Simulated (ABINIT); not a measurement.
LiF (Griceite):

```
F Li
1.0
     0.00000    2.01400    2.01400
     2.01400    0.00000    2.01400
     2.01400    2.01400    0.00000
F Li
1 1
Direct
  0.50000 0.50000 0.50000
  0.00000 0.00000 0.00000
```

Base run:

| Property | Result |
| --- | --- |
| Program | ABINIT 10.8.3 (patched build) |
| Functional | r2SCAN |
| Potentials or basis | JTH PAW PBE v2.0 |
| Cutoff | 762 eV |
| k mesh | 11 × 11 × 11 |
| Occupations | fermi-dirac, width 0.05 eV |
| Spin | no spin polarisation |

Its results: band gap on the k mesh 10.05 eV, direct; pressure -2.8 GPa.

The run is repeated on the same cell with these changes: functional from r2SCAN to PBE; cutoff from 762 eV to 626 eV; fine-grid cutoff from 1360.57 eV to 1224.51 eV. What comes out?

Band gap on the k mesh 9.06 eV, direct; pressure 1.8 GPa.

Caveats: the PAW data sets were made with another functional, which shifts forces and pressure a little (some runs).
